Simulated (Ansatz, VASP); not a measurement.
# TiSi2: VASP beside Ansatz

```xyz
6
Lattice="0.0000 4.1175 4.2629 2.3895 0.0000 4.2629 2.3895 4.1175 0.0000" Properties=species:S:1:pos:R:3 pbc="T T T"
Ti    3.5843    6.1763    6.3943
Ti    2.3895    4.1175    4.2629
Si    1.1948    3.3975    2.1314
Si    1.1948    0.7200    2.1314
Si    2.3895    1.3387    4.2629
Si    2.3895    6.8963    4.2629
```

The cell is a database's computed one.

Alike in both runs: task band structure; functional PBE; k mesh 5 × 5 × 5; occupations fermi-dirac, width 0.05 eV; no spin polarisation.

|  | VASP | Ansatz |
| --- | --- | --- |
| version | VASP 6.6.1 | Ansatz 0.2.0 |
| potentials or method | VASP PAW PBE potentials, release 64 (Ti_sv, Si) | Ansatz PAW |
| plane-wave cutoff (eV) | 600 | 420 |
| valence electrons in the cell | 40 | 40 |

|  | VASP | Ansatz | Ansatz less VASP |
| --- | --- | --- | --- |
| gap on the k mesh at the Fermi level (eV) | none | none | - |
| pressure (GPa) | 2.1 | 2.1 | +0.01 |
| largest component of the traceless stress (GPa) | 1.52 | 1.52 | +0.001 |
| rms of the force components (eV/Å) | 0.016 | 0.016 | -0.0003 |

Atom by atom the forces differ by 0.000 eV/Å (rms over components). A gap of «none» marks a metal or a gap that the smearing closes.
